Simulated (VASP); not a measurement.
MnS: single point with PBEsol+U

The system is MnS.

```
CELL_PARAMETERS angstrom
0.00000 2.61225 2.61225
2.61225 0.00000 2.61225
5.22450 5.22450 0.00000
ATOMIC_POSITIONS crystal
Mn 0.00000 0.00000 0.00000
Mn 0.00000 0.00000 0.50000
S 0.50000 0.50000 0.25000
S 0.50000 0.50000 0.75000
```

| Quantity | Value |
| --- | --- |
| Program | VASP 6.6.1 |
| Task | single point |
| Functional | PBEsol |
| Potentials or basis | VASP PAW PBE potentials, release 64 (Mn_pv, S) |
| Cutoff | 520 eV |
| k mesh | 7 × 7 × 4 |
| Occupations | gaussian, width 0.05 eV |
| Spin | collinear spin, ferromagnetic start |
| Starting moments | [4.0, 4.0, 0.0, 0.0] μB |
| Hubbard terms | Mn d U = 4 eV |
| Further INCAR settings | ALGO = Normal; EDIFF = 1e-07 |

The pressure is -0.3 GPa and the band gap on the k mesh is 0.58 eV. The net moment is 10.00 μB per cell. The site moments are Mn +4.59; S +0.08 μB and the valence electrons inside the program's atomic spheres are Mn 11.28; S 3.75.

Levels at points of the mesh, in eV from the valence-band top:
Spin up:
| k point | band 22 | band 23 | band 24 | band 25 | band 26 | band 27 |
| --- | --- | --- | --- | --- | --- | --- |
| (0.00, 0.00, 0.00) | -1.42 | 0.00 | 0.00 | 1.84 | 2.95 | 5.53 |
| (0.00, 0.00, 0.50) | -0.69 | -0.69 | -0.69 | 3.64 | 3.64 | 7.04 |
Spin down:
```tsv
k point	band 10	band 11	band 12	band 13	band 14	band 15	band 16	band 17	band 18	band 19
(0.00, 0.00, 0.00)	-2.57	-2.57	-1.20	-1.20	-1.20	2.04	2.04	2.04	2.09	2.09
(0.00, 0.00, 0.50)	-3.98	-2.02	-2.02	-2.02	-2.02	2.30	2.30	2.57	2.57	2.57
```

Eigenvalues of the final occupation matrices:
| site | spin | trace | eigenvalues |
| --- | --- | --- | --- |
| site 1 d | 1 | 4.71 | 0.93 0.93 0.93 0.95 0.95 |
| site 1 d | 2 | 0.20 | 0.02 0.02 0.02 0.08 0.08 |
| site 2 d | 1 | 4.71 | 0.93 0.93 0.93 0.95 0.95 |
| site 2 d | 2 | 0.20 | 0.02 0.02 0.02 0.08 0.08 |

It took 2.4 min on 1 thread of AMD EPYC 9R45 96-Core Processor (Zen 5), with other jobs on the host, peak memory 0.3 GiB.

Caveat: the PAW data sets were made with another functional, which shifts forces and pressure a little; an odd mesh through Γ misses points on the zone boundary, where band edges often lie; only a ferromagnetic start was run, and an antiferromagnetic order may lie lower in energy. The state reached can hang on the start; a lower one may exist.
